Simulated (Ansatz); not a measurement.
Ta2Si: pressure against volume

Ta2Si, I4/mcm, a = 6.168 Å, c = 5.049 Å. The structure is a Materials Project entry; whether it is the stable form wasn't checked. Ansatz: r2SCAN, PAW, 500 eV, Γ-centred 10×10×10 mesh on 6 atoms, Gaussian smearing 0.10 eV; no spin polarisation. Shape and atoms are relaxed at each volume; pressure is positive in compression.

```tsv
V (Å³/atom)	P (GPa)
14.088	?
14.569	26.02
15.049	16.00
15.529	7.39
16.010	0.00
16.490	-6.37
16.970	-11.84
17.611	-17.94
```

Q: Take V0 = 16.010 Å³/atom, fit the third-order Birch–Murnaghan form to the other rows, and predict the missing pressure.

A: With the Eulerian strain f = ½[(V0/V)^(2/3) − 1] and y = P/[3f(1 + 2f)^(5/2)], the form is the line y = B0 + 1.5 B0 (B0′ − 4) f. Rows (f, y): 0.03245, 228.4; 0.02107, 228.3; 0.01027, 228.0; -0.00975, 228.8; -0.01904, 228.4; -0.03078, 227.7. Means f = 0.0007033, y = 228.27; Σ(Δf)² = 0.003004, ΣΔfΔy = 0.01199; the slope is their ratio. y = 228.3 + 3.992 f GPa, so B0 = 228.3 GPa and B0′ = 4 + 2 × (3.992)/(3 × 228.3) = 4.01. At V = 14.088, f = 0.04450, y = 228.48 and P = 37.75 GPa. The run gave 37.63 GPa, so the fit is 0.12 GPa too high, a small miss on the scale of the series.

Spin–orbit coupling is left out, which can shift energies with elements as heavy as these.

Ta2Si resists compression strongly, and increasingly so as it shrinks: equal volume steps about V0 cost 7.39 GPa inward but only -6.37 GPa outward. Short-range repulsion and the kinetic energy of the confined electrons climb steeply on compression, while bonding weakens on expansion. The bulk modulus of 228.3 GPa lies above that of either element, which suggests that Ta 5d–Si 3p bonding adds to the already strong d–d cohesion of a metal with a partly filled d shell.

A B0′ of 4.01 means that the energy is almost purely quadratic in Eulerian strain. The scatter in y exceeds the change the fitted slope produces across the whole range, so the data don't distinguish B0′ from 4. The missed pressure corresponds to a y within that same scatter, and so gives no evidence of a higher-order term or an electronic transition under compression. Stiffness against volume change doesn't establish resistance to shear, and hence says little about hardness.
